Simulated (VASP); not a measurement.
Input of a VASP 6.6.1 run:

File INCAR:

```
PREC     = Accurate       # precision mode
ENCUT    = 520            # plane-wave cutoff, eV
EDIFF    = 1E-6           # SCF threshold, eV
ISMEAR   = 0              # smearing method
SIGMA    = 0.02           # smearing width, eV
LREAL    = F              # projectors in reciprocal space
LASPH    = T              # aspherical terms in the spheres
NELM     = 80             # most SCF steps
ALGO     = Normal         # electronic algorithm
ISIF     = 2              # what is computed and relaxed
LWAVE    = F              # write WAVECAR
LCHARG   = T              # write CHGCAR
METAGGA  = R2SCAN         # meta-GGA
LMIXTAU  = T            
LVHAR    = T
```

KPOINTS

```
Automatic mesh
0
Gamma
  14 14 14
```

POSCAR

```
C                                       
1.0
   -0.0000000000      1.7805936015      1.7805936015
    1.7805936015     -0.0000000000      1.7805936015
    1.7805936015      1.7805936015      0.0000000000
  C             
     2
Direct
     0.0000000000000000    0.0000000000000000    0.0000000000000000
     0.2500000000000000    0.2500000000000000    0.2500000000000000
```

Potentials or basis: VASP PAW PBE potentials, release 64 (C).

The run is started by

```console
$ cat potpaw_PBE.64/C/POTCAR > POTCAR
$ mpirun -np 1 vasp_std > vasp.out
```

**Question.** Estimate the band gap on the k mesh.

**Answer.** 4.33 eV, indirect (least direct gap 5.85 eV).

**Question.** What does it give for the pressure?

**Answer.** 0.8 GPa.

Caveat: the PAW data sets were made with another functional, which shifts forces and pressure a little. r2SCAN opens gaps a little over a GGA but as a rule still falls short of measured ones.
